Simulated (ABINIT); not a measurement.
# Quasiparticle gap of AlN (F-43m) in ABINIT

How does a plane-wave GW calculation on AlN (F-43m) run from the first input to the gap?

Program: ABINIT 10.8.3. Level of theory: PBE and many-body steps on it, plane waves. Results are calculated unless marked as measured.

### 1. Starting point

It takes space group F-43m (No. 216, cubic). The conventional cell has a = 4.368 Å, b = 4.368 Å, c = 4.368 Å, α = 90.00°, β = 90.00°, γ = 90.00°. Nearest to Al lie 4 N at 1.89 Å. Nearest to N lie 4 Al at 1.89 Å. Farther neighbours and most contacts between anions are not listed.

The cell and positions are those that the Materials Project relaxed with its own functionals (PBE, PBE+U or r2SCAN), kept fixed. This is not the form that AlN usually takes at ambient conditions.

### 2. Ground state

This step: ABINIT 10.8.3; DFT, PBE, plane waves, norm-conserving pseudopotentials.

The ground-state density comes first.

The input, run.abi:

```
acell 3*1.0 Angstrom
rprim 
  -0.000000000000 2.183993559600 2.183993559600
  2.183993559600 -0.000000000000 2.183993559600
  2.183993559600 2.183993559600 -0.000000000000
ntypat 2
znucl 13 7
natom 2
typat 1 2
xred 
  0.000000000000 0.000000000000 0.000000000000
  0.750000000000 0.750000000000 0.750000000000
pp_dirpath "pseudos"
pseudos "Al.upf, N.upf"
ecut 36
ngkpt 8 8 8
nshiftk 1
shiftk 0 0 0
kptopt 1
chksymbreak 0
nband 9
occopt 1
tolvrs 1e-10
nstep 60
prtwf 0
optforces 0
optstress 0
indata_prefix "in"
outdata_prefix "out"
tmpdata_prefix "tmp"
```

Launch:

```bash
$ OMP_NUM_THREADS=1 mpirun -n 4 abinit run.abi > log
```

Numbers of over 12 decimals in the logs are rounded to 6 here.

The program printed:

```text
.Version 10.8.3 of ABINIT. v10.8.2 released Aug 2026.

 Symmetries : space group F-4 3 m (#216); Bravais cF (face-center cubic)
================================================================================
 Values of the parameters that define the memory need of the present run
     intxc =       0    ionmov =       0      iscf =       7    lmnmax =       6
     lnmax =       6     mgfft =      32  mpssoang =       3    mqgrid =    3001
     natom =       2  nloc_mem =       1    nspden =       1   nspinor =       1
    nsppol =       1      nsym =      24    n1xccc =    2501    ntypat =       2
    occopt =       1   xclevel =       2
-    mband =           9        mffmem =           1         mkmem =           8
       mpw =        1475          nfft =       32768          nkpt =          29
================================================================================
  Rough estimation (10% accuracy) of disk space for files :
================================================================================

--------------------------------------------------------------------------------
------------- Echo of variables that govern the present computation ------------
--------------------------------------------------------------------------------
 -outvars: echo values of preprocessed input variables --------
            acell      1.8897261259E+00  1.8897261259E+00  1.8897261259E+00 Bohr

      chksymbreak           0
             ecut      3.60000000E+01 Hartree
-          fftalg         312

              ixc     -101130
              kpt      0.00000000E+00  0.00000000E+00  0.00000000E+00
                       1.25000000E-01  0.00000000E+00  0.00000000E+00
                       2.50000000E-01  0.00000000E+00  0.00000000E+00
                       3.75000000E-01  0.00000000E+00  0.00000000E+00
                       5.00000000E-01  0.00000000E+00  0.00000000E+00
                       1.25000000E-01  1.25000000E-01  0.00000000E+00
                       2.50000000E-01  1.25000000E-01  0.00000000E+00
                       3.75000000E-01  1.25000000E-01  0.00000000E+00
                       5.00000000E-01  1.25000000E-01  0.00000000E+00
   [... 18 further rows ...]
                      -3.75000000E-01  5.00000000E-01  1.25000000E-01
                      -2.50000000E-01  5.00000000E-01  2.50000000E-01
         kptrlatt        8    0    0      0    8    0      0    0    8
          kptrlen      4.66933685E+01
P           mkmem           8
            natom           2
            nband           9
            ngfft          32      32      32
             nkpt          29
            nstep          60
             nsym          24
           ntypat           2
              occ      2.000000  2.000000  2.000000  2.000000  0.000000  0.000000
[...]
optforces           0
        optstress           0
            prtwf           0
            rprim     -0.0000000000E+00  2.1839935596E+00  2.1839935596E+00
[...]
spgroup         216

           tolvrs      1.00000000E-10

             xred      0.0000000000E+00  0.0000000000E+00  0.0000000000E+00
[...]
znucl       13.00000    7.00000

================================================================================

 chkinp: Checking input parameters for consistency.

================================================================================
== DATASET  1 ==================================================================
-   mpi_nproc: 4, omp_nthreads: 1 (-1 if OMP is not activated)

--- !DatasetInfo
iteration_state: {dtset: 1, }
dimensions: {natom: 2, nkpt: 29, mband: 9, nsppol: 1, nspinor: 1, nspden: 1, mpw: 1475, }
cutoff_energies: {ecut:  36.0, pawecutdg:  -1.0, }
electrons: {nelect:   8.00000000E+00, charge:   0.00000000E+00, occopt:   1.00000000E+00, tsmear:   1.00000000E-02, }

 Real(R)+Recip(G) space primitive vectors, cartesian coordinates (Bohr,Bohr^-1):
 R(1)=  0.0000000  4.1271497  4.1271497  G(1)= -0.1211490  0.1211490  0.1211490
 R(2)=  4.1271497  0.0000000  4.1271497  G(2)=  0.1211490 -0.1211490  0.1211490
 R(3)=  4.1271497  4.1271497  0.0000000  G(3)=  0.1211490  0.1211490 -0.1211490
 Unit cell volume ucvol=  1.4059849E+02 bohr^3
 Angles (23,13,12)=  6.00000000E+01  6.00000000E+01  6.00000000E+01 degrees

 getcut: wavevector=  0.0000  0.0000  0.0000  ngfft=  32  32  32
         ecut(hartree)=     36.000   => boxcut(ratio)=   2.02987

--- Pseudopotential description ------------------------------------------------
- Al Generated using ONCVPSP code by D. R. Hamann
- 13.00000   3.00000  171031                  znucl, zion, pspdat
12 -101130 2 -1 1876                          pspcod,pspxc,lmax,lloc,mmax
     nproj     2     2     2
  pspatm : epsatm=    4.08140545
         --- l  ekb(1:nproj) -->
[...]
pspatm: atomic psp has been read  and splines computed

- N Generated using ONCVPSP code by D. R. Hamann
-  7.00000   5.00000  171031                  znucl, zion, pspdat
12 -101130 1 -1 1058                          pspcod,pspxc,lmax,lloc,mmax
     nproj     2     2     0
  pspatm : epsatm=    5.20977870
         --- l  ekb(1:nproj) -->
[...]
1   -4.293905   -1.006988
 pspatm: atomic psp has been read  and splines computed

   7.43294732E+01                                ecore*ucvol(ha*bohr**3)
--------------------------------------------------------------------------------

_setup2: Arith. and geom. avg. npw (full set) are    1449.447    1449.423

================================================================================

--- !BeginCycle
iteration_state: {dtset: 1, }
solver: {iscf: 7, nstep: 60, nline: 4, wfoptalg: 0, }
tolerances: {tolvrs: 1.00E-10, }

     iter   Etot(hartree)      deltaE(h)  residm     vres2
 ETOT  1  -12.634092342631    -1.263E+01 1.154E-01 5.062E+02
 ETOT  2  -12.674579766554    -4.049E-02 1.118E-02 3.909E+02
 ETOT  3  -12.792254021089    -1.177E-01 3.968E-03 7.560E-01
 ETOT  4  -12.792395939617    -1.419E-04 2.268E-03 1.058E-02
 ETOT  5  -12.792396619737    -6.801E-07 1.683E-04 5.916E-04
 ETOT  6  -12.792396656975    -3.724E-08 2.226E-04 2.127E-06
 ETOT  7  -12.792396657092    -1.170E-10 1.632E-05 4.114E-07
 ETOT  8  -12.792396657207    -1.152E-10 2.316E-05 3.147E-09
 ETOT  9  -12.792396657208    -7.248E-13 1.662E-06 3.158E-10
 ETOT 10  -12.792396657208     2.309E-14 2.539E-06 1.021E-11

 At SCF step   10       vres2   =  1.02E-11 < tolvrs=  1.00E-10 =>converged.

--- !ResultsGS
iteration_state: {dtset: 1, }
comment   : Summary of ground state results
lattice_vectors:
- [ -0.0000000,   4.1271497,   4.1271497, ]
- [  4.1271497,  -0.0000000,   4.1271497, ]
- [  4.1271497,   4.1271497,  -0.0000000, ]
lattice_lengths: [   5.83667,    5.83667,    5.83667, ]
lattice_angles: [ 60.000,  60.000,  60.000, ] # degrees, (23, 13, 12)
lattice_volume:   1.4059849E+02
convergence: {deltae:  2.309E-14, res2:  1.021E-11, residm:  2.539E-06, diffor:  0.000E+00, }
etotal    :  -1.27923967E+01
entropy   :   0.00000000E+00
fermie    :   1.89575042E-01
cartesian_stress_tensor: null
pressure_GPa: null
xred      :
- [  0.0000E+00,   0.0000E+00,   0.0000E+00, Al]
- [  7.5000E-01,   7.5000E-01,   7.5000E-01,  N]
cartesian_forces: null
force_length_stats: {min: null, max: null, mean: null, }

 Integrated electronic density in atomic spheres:
 ------------------------------------------------
 Atom  Sphere_radius  Integrated_density
    1        2.00000          1.10832935
    2        2.00000          5.38580503
================================================================================

 ----iterations are completed or convergence reached----

 Mean square residual over all n,k,spin=   11.386E-09; max=  25.386E-07
 reduced coordinates (array xred) for    2 atoms
       0.000000000000      0.000000000000      0.000000000000
       0.750000000000      0.750000000000      0.750000000000
 rms dE/dt=  0.0000E+00; max dE/dt=  0.0000E+00; dE/dt below (all hartree)
    1       0.000000000000      0.000000000000      0.000000000000
    2       0.000000000000      0.000000000000      0.000000000000

 cartesian coordinates (angstrom) at end:
    1      0.000000     0.000000     0.000000
    2      3.275990     3.275990     3.275990
 length scales=  1.889726125908  1.889726125908  1.889726125908 bohr
              =  1.000000000000  1.000000000000  1.000000000000 angstroms
 prteigrs : about to open file out_EIG
 Fermi (or HOMO) energy (hartree) =   0.18958   Average Vxc (hartree)=  -0.39437
 Eigenvalues (hartree) for nkpt=  29  k points:
 kpt#   1, nband=  9, wtk=  0.00195, kpt=  0.0000  0.0000  0.0000 (reduced coord)
  -0.36046    0.18958    0.18958    0.18958    0.34363    0.65223    0.65223    0.65223
   0.84170
 prteigrs : prtvol=0 or 1, do not print more k-points.

--- !EnergyTerms
iteration_state     : {dtset: 1, }
comment             : Components of total free energy in Hartree
kinetic             :  8.18806009915906E+00
hartree             :  2.82096206911135E+00
xc                  : -4.24885300507606E+00
Ewald energy        : -1.08999795989279E+01
psp_core            :  5.28664802613182E-01
local_psp           : -8.51484725719231E+00
non_local_psp       : -6.66403766895546E-01
total_energy        : -1.27923966572082E+01
total_energy_eV     : -3.48098846451088E+02
band_energy         :  3.20550667474404E-02

== END DATASET(S) ==============================================================
================================================================================

 -outvars: echo values of variables after computation  --------
           etotal     -1.2792396657E+01
            nband           9
             nkpt          29
          spgroup         216
 [... the other variables as echoed above ...]

 Calculation completed.
```

Wall time 3.5 s (4 MPI ranks of Arm Neoverse V2, shared host); peak memory 0.26 GiB.

This step gave:

* total energy: -348.0988 eV
* gap: 3.325 eV
* k of the valence top: 0, 0, 0
* k of the conduction bottom: 0.5, 0.5, 0
* least direct gap: 4.192 eV

The gap is indirect, with the least direct gap 0.87 eV higher.

(Part 1 of 3 ends here.)

[Paths, hosts, dates, memory and timing lines, banners, echoed tables and standing remarks are left out of the program output.]

[Logs are printed without paths, hosts, clocks, repeated set-up lines and the standing remarks that a program may print on its own settings, such as how far it seeks lower states.]

[Runs of the session that timed out or met a known fault of the program may be left out.]

[Hosts, paths, dates, database ids (printed as entryN), source tags and the programs' standing remarks are cut or masked in the printed files.]

[G0W0 gaps are taken among the corrected bands and points alone; a level outside them can change the order at an edge.]

[Where Ansatz stands beside ABINIT at settings called matched, ABINIT's density can come from a denser mesh and the files from another edition; pairs whose starting gaps differed by over 0.03 eV were left out, so agreement reads better than it is.]
